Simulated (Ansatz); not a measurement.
We consider cubic perovskite BaSnO3, described by PBE+SOC (PAW; Ansatz, a program for electronic structure).

Numerical settings: plane-wave cutoff 520 eV, 8×8×8 k mesh, Fermi–Dirac smearing 0.01 eV, PAW data made under PBE.

The cell is scaled about its equilibrium volume:

```csv
V (Å³/atom),P (GPa),smallest gap on the k mesh (eV)
13.689,9.68,1.245
13.981,6.06,0.978
14.272,2.85,0.724
14.563,0.00,0.483
14.854,-2.53,0.253
15.146,-4.74,0.037
15.437,-6.66,0.000
```

Measured, for comparison: band gap 2.95 eV (temperature not stated, no zero-point or thermal correction, indirect, from the absorption edge of a single crystal; as tabulated in Kim et al. (2012), arXiv:1207.0764).
